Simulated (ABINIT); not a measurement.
# CdSe (Cadmoselite): zone-centre phonons, part 3 of 3

Which modes does CdSe (Cadmoselite) have at the zone centre?

ABINIT 10.8.3; DFT LDA, scalar-relativistic, plane waves, JTH PAW pseudopotentials.

So far. Step 6 (Zone-centre response): The acoustic modes at Γ come out as far as 2.6 cm⁻¹ from zero, where they should vanish, a small numerical error; the Born charges miss their sum rule by 0.068 e, too much: mesh or cutoff is short for the field response. Step 7 (Zone-centre analysis): Before neutrality was imposed the Born charges missed it by 0.068 e, so ε₀, the LO modes and the intensities above are not converged in mesh or cutoff. The relaxed cell has a = 4.249, c = 6.944 Å (conventional setting).

The database entry behind the starting cell differs from later determinations by our own check (inner coordinate of an old entry), so it need not match the best structure at ambient conditions.

## (8) Sum rules set otherwise (asr 0)

Without the rule the raw error of the acoustic modes shows.

anaddb.abi

```
ddb_filepath "gamma_DDB"
output_file "anaddb.abo"
outdata_prefix "anaddb"
asr 0
chneut 0
enunit 2
eivec 1
nph1l 1
qph1l 0.0 0.0 0.0 1.0
dieflag 1
nph2l 3
qph2l 
    1.0 0.0 0.0 0.0
    0.0 0.0 1.0 0.0
    1.0 1.0 1.0 0.0
```

mrgddb.in

```
gamma_DDB
merged
1
dfpt_gammao_DS2_DDB
```

Launch:

```bash
mrgddb < mrgddb.in > mrgddb.log
OMP_NUM_THREADS=1 anaddb anaddb.abi > anaddb.log
```

anaddb.abo, the main output file:

```text
[banners, grids, parts of the stress and lines that vanish by symmetry left out]
-outvars_anaddb: echo values of input variables ----------------------

 Flags :
[...]
Dielectric Tensor and Effective Charges
[...]
Effective charge tensors after
[...]
Phonon wavevector (reduced coordinates) :  0.00000  0.00000  0.00000
 Phonon energies in Hartree :
[...]
Phonon energies in meV     :
- -3.284349E-01 -2.231239E-01 -2.231239E-01  4.090509E+00  4.090509E+00
-  1.549683E+01  2.151631E+01  2.202300E+01  2.202300E+01  2.239797E+01
-  2.239797E+01  2.381520E+01
 Phonon frequencies in cm-1    :
- -2.649006E+00 -1.799616E+00 -1.799616E+00  3.299218E+01  3.299218E+01
-  1.249903E+02  1.735407E+02  1.776275E+02  1.776275E+02  1.806518E+02
-  1.806518E+02  1.920825E+02
 Phonon frequencies in Thz     :
- -7.941520E-02 -5.395113E-02 -5.395112E-02  9.890807E-01  9.890807E-01
-  3.747116E+00  5.202620E+00  5.325138E+00  5.325138E+00  5.415806E+00
-  5.415806E+00  5.758489E+00
 Phonon energies in Kelvin  :
- -3.811328E+00 -2.589246E+00 -2.589245E+00  4.746839E+01  4.746839E+01
-  1.798332E+02  2.496864E+02  2.555663E+02  2.555663E+02  2.599177E+02
-  2.599177E+02  2.763639E+02
[...]
-  1  0.00000000E+00  1.19748254E-03  0.00000000E+00
-     0.00000000E+00  0.00000000E+00  0.00000000E+00
-  2  0.00000000E+00  1.19748254E-03  0.00000000E+00
-     0.00000000E+00  0.00000000E+00  0.00000000E+00
-  3  0.00000000E+00  1.19679885E-03  0.00000000E+00
-     0.00000000E+00  0.00000000E+00  0.00000000E+00
-  4  0.00000000E+00  1.19679885E-03  0.00000000E+00
-     0.00000000E+00  0.00000000E+00  0.00000000E+00
[...]
-  1  1.19748254E-03  0.00000000E+00  0.00000000E+00
-     0.00000000E+00  0.00000000E+00  0.00000000E+00
-  2  1.19748254E-03  0.00000000E+00  0.00000000E+00
-     0.00000000E+00  0.00000000E+00  0.00000000E+00
-  3  1.19679885E-03  0.00000000E+00  0.00000000E+00
-     0.00000000E+00  0.00000000E+00  0.00000000E+00
-  4  1.19679885E-03  0.00000000E+00  0.00000000E+00
-     0.00000000E+00  0.00000000E+00  0.00000000E+00
[...]
-  1  0.00000000E+00 -1.25478412E-03  0.00000000E+00
-     0.00000000E+00  0.00000000E+00  0.00000000E+00
-  2  0.00000000E+00  1.25478412E-03  0.00000000E+00
-     0.00000000E+00  0.00000000E+00  0.00000000E+00
-  3  0.00000000E+00  1.11008048E-03  0.00000000E+00
-     0.00000000E+00  0.00000000E+00  0.00000000E+00
-  4  0.00000000E+00 -1.11008048E-03  0.00000000E+00
-     0.00000000E+00  0.00000000E+00  0.00000000E+00
[...]
-  1  1.25478412E-03  0.00000000E+00  0.00000000E+00
-     0.00000000E+00  0.00000000E+00  0.00000000E+00
-  2 -1.25478412E-03  0.00000000E+00  0.00000000E+00
-     0.00000000E+00  0.00000000E+00  0.00000000E+00
[...]
-     2          0.000000     0.008859     0.000000     0.008859
-     3          0.008859    -0.000000     0.000000     0.008859
-     4         -0.000000    -0.000000    -0.000000     0.000000
-     5          0.000000     0.000000    -0.000000     0.000000
[...]
-     8          0.000007    -4.165446    -0.000000     4.165446
-     9          4.165446     0.000007     0.000000     4.165446
[...]
-   2     Real    0.0000E+00  4.4989E-10  0.0000E+00  0.0000E+00  0.0000E+00  0.0000E+00  4.4989E-10
[...]
-   3     Real    4.4989E-10  0.0000E+00  0.0000E+00  0.0000E+00  0.0000E+00  0.0000E+00  4.4989E-10
[...]
-   4     Real    0.0000E+00  0.0000E+00  0.0000E+00  0.0000E+00  0.0000E+00  0.0000E+00  0.0000E+00
[...]
-   5     Real    0.0000E+00  0.0000E+00  0.0000E+00  0.0000E+00  0.0000E+00  0.0000E+00  0.0000E+00
[...]
-   8     Real    0.0000E+00  1.0576E-04  0.0000E+00 -1.8123E-10  0.0000E+00  0.0000E+00  1.0576E-04
[...]
-   9     Real    1.0576E-04  0.0000E+00  0.0000E+00  1.8123E-10  0.0000E+00  0.0000E+00  1.0576E-04
[...]
-  10     Real    0.0000E+00  0.0000E+00  0.0000E+00  0.0000E+00  0.0000E+00  0.0000E+00  0.0000E+00
[...]
-  11     Real    0.0000E+00  0.0000E+00  0.0000E+00  0.0000E+00  0.0000E+00  0.0000E+00  0.0000E+00
[...]
Phonon at Gamma, with non-analyticity in the
[...]
Phonon energies in Hartree :
[...]
Phonon energies in meV     :
[...]
-  2.381520E+01  2.552557E+01
 Phonon frequencies in cm-1    :
[...]
-  1.920825E+02  2.058776E+02
 Phonon frequencies in Thz     :
[...]
-  5.758489E+00  6.172054E+00
 Phonon energies in Kelvin  :
[...]
-  2.763639E+02  2.962119E+02
[...]
Phonon at Gamma, with non-analyticity in the
[...]
Phonon energies in Hartree :
[...]
Phonon energies in meV     :
[...]
-  2.381520E+01  2.569689E+01
 Phonon frequencies in cm-1    :
[...]
-  1.920825E+02  2.072594E+02
 Phonon frequencies in Thz     :
[...]
-  5.758489E+00  6.213480E+00
 Phonon energies in Kelvin  :
[...]
-  2.763639E+02  2.982000E+02
[...]
-  1  0.00000000E+00  1.00304479E-03  0.00000000E+00
-     0.00000000E+00  0.00000000E+00  0.00000000E+00
-  2  0.00000000E+00  1.00304479E-03  0.00000000E+00
-     0.00000000E+00  0.00000000E+00  0.00000000E+00
-  3  0.00000000E+00 -1.42879534E-03  0.00000000E+00
-     0.00000000E+00  0.00000000E+00  0.00000000E+00
-  4  0.00000000E+00 -1.42879534E-03  0.00000000E+00
-     0.00000000E+00  0.00000000E+00  0.00000000E+00
[...]
-  1  1.00304479E-03  0.00000000E+00  0.00000000E+00
-     0.00000000E+00  0.00000000E+00  0.00000000E+00
-  2  1.00304479E-03  0.00000000E+00  0.00000000E+00
-     0.00000000E+00  0.00000000E+00  0.00000000E+00
[...]
Phonon at Gamma, with non-analyticity in the
[...]
Phonon energies in Hartree :
[...]
Phonon energies in meV     :
- -3.244561E-01 -2.231239E-01 -2.222863E-01  4.090509E+00  4.090509E+00
-  1.549683E+01  2.168048E+01  2.202300E+01  2.239797E+01  2.239797E+01
-  2.381520E+01  2.557461E+01
 Phonon frequencies in cm-1    :
- -2.616915E+00 -1.799616E+00 -1.792860E+00  3.299218E+01  3.299218E+01
-  1.249903E+02  1.748649E+02  1.776275E+02  1.806518E+02  1.806518E+02
-  1.920825E+02  2.062731E+02
 Phonon frequencies in Thz     :
- -7.845314E-02 -5.395112E-02 -5.374859E-02  9.890807E-01  9.890807E-01
-  3.747116E+00  5.242317E+00  5.325138E+00  5.415806E+00  5.415806E+00
-  5.758489E+00  6.183913E+00
 Phonon energies in Kelvin  :
- -3.765157E+00 -2.589246E+00 -2.579526E+00  4.746839E+01  4.746839E+01
-  1.798332E+02  2.515916E+02  2.555663E+02  2.599177E+02  2.599177E+02
-  2.763639E+02  2.967810E+02
[...]
-  3  1.49716564E-03  0.00000000E+00  0.00000000E+00
-     0.00000000E+00  0.00000000E+00  0.00000000E+00
-  4 -1.49716564E-03  0.00000000E+00  0.00000000E+00
-     0.00000000E+00  0.00000000E+00  0.00000000E+00
[...]
Direction                     Dielectric constant
[...]
0.00000   0.00000   1.00000     10.39610665
   1.00000   1.00000   1.00000     10.68741130
-
```

Elapsed: 0.53 s, on 1 thread of Arm Neoverse V2, shared host.

This step gave:

```yaml
lowest_optical_zone_centre_mode: 32.99 cm⁻¹
```

Zone-centre frequencies as printed; negative means imaginary. Modes:

| mode | frequency (cm⁻¹) |
| --- | --- |
| 1 | -2.65 |
| 2 | -1.8 |
| 3 | -1.8 |
| 4 | 32.99 |
| 5 | 32.99 |
| 6 | 125 |
| 7 | 173.5 |
| 8 | 177.6 |
| 9 | 177.6 |
| 10 | 180.7 |
| 11 | 180.7 |
| 12 | 192.1 |

## (9) What came out

* space group after relaxation: P6_3mc
* volume per atom: 27.1 Å³
* highest optical zone-centre mode (no LO-TO term): 192.1 cm⁻¹
* lowest optical zone-centre mode: 33.1 cm⁻¹
* highest mode moved by the LO-TO term (probably not converged in the k mesh): 207.4 cm⁻¹
* mean high-frequency dielectric constant (probably not converged in the k mesh): 7.81
* largest Born charge in size (third of the trace) (probably not converged in the k mesh): 2.15 e
* mean static dielectric constant (probably not converged in the k mesh): 10.7
* imaginary optical modes at the zone centre (no q mesh in this session): none

**Reading.** At the LDA level the optical modes of CdSe (Cadmoselite) at the zone centre (no LO-TO term) run from 33 to 192 cm⁻¹. Along the directions run, the highest mode that the macroscopic field moves lies at 207 cm⁻¹. Lattice motion raises the mean dielectric constant from 7.806 to 10.69. The Born charges miss their sum rule by 0.068 e, a sign that the k mesh or the cutoff is short for the field response. ε∞, the Born charges and what follows from them are probably not converged in the k mesh. These are harmonic frequencies at zero temperature: anharmonic shifts and linewidths and thermal expansion are left out.

[Host names and launcher messages were left out of these logs when they were recorded.]

[Logs are printed without paths, hosts, clocks, repeated set-up lines and the standing remarks that a program may print on its own settings, such as how far it seeks lower states.]

[Hosts, paths, dates, database ids (printed as entryN), source tags and the programs' standing remarks are cut or masked in the printed files.]
